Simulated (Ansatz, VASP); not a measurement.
## TePb in VASP and in Ansatz

Contents of INCAR:

```
SYSTEM = TePb
PREC     = Accurate       ! precision mode
ENCUT    = 520            ! plane-wave cutoff, eV
EDIFF    = 1E-7           ! SCF threshold, eV
ISMEAR   = 0              ! smearing method
SIGMA    = 0.011          ! smearing width, eV
LREAL    = .FALSE.        ! projectors in reciprocal space
LASPH    = .TRUE.         ! aspherical terms in the spheres
NELM     = 60             ! most SCF steps
ALGO     = Normal         ! electronic algorithm
ISIF     = 2              ! what is computed and relaxed
LWAVE    = .FALSE.        ! write WAVECAR
LCHARG   = .FALSE.        ! write CHGCAR
GGA      = PE             ! functional
NBANDS   = 17             ! bands
```

KPOINTS

```
regular mesh
0
G
  7 7 7
  0 0 0
```

File POSCAR:

```
TePb
1.0
    0.0000000000      3.2310000000      3.2310000000
    3.2310000000      0.0000000000      3.2310000000
    3.2310000000      3.2310000000      0.0000000000
Pb Te
1 1
Direct
    0.0000000000      0.0000000000      0.0000000000
    0.5000000000      0.5000000000      0.5000000000
```

The input input.yaml:

```yaml
crystal:
  lattice:
    - [0.0, 3.231, 3.231]
    - [3.231, 0.0, 3.231]
    - [3.231, 3.231, 0.0]
  atoms:
    - { symbol: Pb, position: [0.0, 0.0, 0.0] }
    - { symbol: Te, position: [0.5, 0.5, 0.5] }
hamiltonian:
  xc: pbe
  pseudopotentials: { kind: paw }
kpoints:
  mp_grid: { grid: [7, 7, 7] }
scf:
  occupations: { method: gaussian, width: 0.011 }
output:
  forces: true
  stress: true
  eigenvalues: true
  write_density: true
  write_potential: true
  elf: true
  volumetric_format: npy
```

Alike in both runs: task single point; functional PBE; k mesh 7 × 7 × 7; occupations gaussian, width 0.011 eV; no spin polarisation.

```csv
,VASP,Ansatz
version,VASP 6.6.1,Ansatz 0.2.0
potentials or method,"VASP PAW PBE potentials, release 64 (Pb_d, Te)",Ansatz PAW
plane-wave cutoff (eV),520,420
valence electrons in the cell,20,30
```

|  | VASP | Ansatz | Ansatz less VASP |
| --- | --- | --- | --- |
| gap on the k mesh at the Fermi level (eV) | 1.01 | 1.01 | -0.003 |
| least direct gap on the mesh (eV) | 1.01 | 1.01 | -0.003 |
| pressure (GPa) | 2.1 | 2.1 | +0.04 |

The functional is the same, so the differences come from potentials, cutoffs and numerics. The two sets of potentials don't hold the same shells in valence.

The runs have no spin-orbit coupling, so splittings on Pb, Te are missing.
